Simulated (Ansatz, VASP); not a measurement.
## KBr: VASP beside Ansatz

The input INCAR:

```
SYSTEM = KBr
PREC = Accurate
ENCUT = 520
EDIFF = 1E-6
ISMEAR = 0
SIGMA = 0.02
LREAL = .False.
LASPH = .True.
NELM = 100
ALGO = Normal
ISIF = 2
LWAVE = .False.
LCHARG = .False.
GGA = PE
NBANDS = 15
```

Contents of KPOINTS:

```
regular mesh
0
Gamma
  6 6 6
  0 0 0
```

Contents of POSCAR:

```
KBr
1.0
    0.0000000000      3.3354012750      3.3354012750
    3.3354012750      0.0000000000      3.3354012750
    3.3354012750      3.3354012750      0.0000000000
K Br
1 1
Direct
    0.0000000000      0.0000000000      0.0000000000
    0.5000000000      0.5000000000      0.5000000000
```

Input for Ansatz:

```yaml
crystal:
  lattice:
    - [0.0, 3.335401275, 3.335401275]
    - [3.335401275, 0.0, 3.335401275]
    - [3.335401275, 3.335401275, 0.0]
  atoms:
    - { symbol: K, position: [0.0, 0.0, 0.0] }
    - { symbol: Br, position: [0.5, 0.5, 0.5] }
basis:
  ecutwfc: 420
kpoints:
  mp_grid: { grid: [6, 6, 6] }
hamiltonian:
  xc: pbe
scf:
  occupations: { method: gaussian, width: 0.02 }
output:
  forces: true
  stress: true
  eigenvalues: true
```

Alike in both runs: task single point; functional PBE; k mesh 6 × 6 × 6; occupations gaussian, width 0.02 eV; no spin polarisation.

```csv
,VASP,Ansatz
version,VASP 6.6.1,Ansatz 0.2.0
potentials or method,"VASP PAW PBE potentials, release 64 (K_sv, Br)","scalar-relativistic, plane waves, PAW"
plane-wave cutoff (eV),520,420
valence electrons in the cell,16,16
```

```tsv
	VASP	Ansatz	Ansatz less VASP
gap on the k mesh at the Fermi level (eV)	4.35	4.35	+0.002
least direct gap on the mesh (eV)	4.35	4.35	+0.002
pressure (GPa)	0.3	0.2	-0.03
```
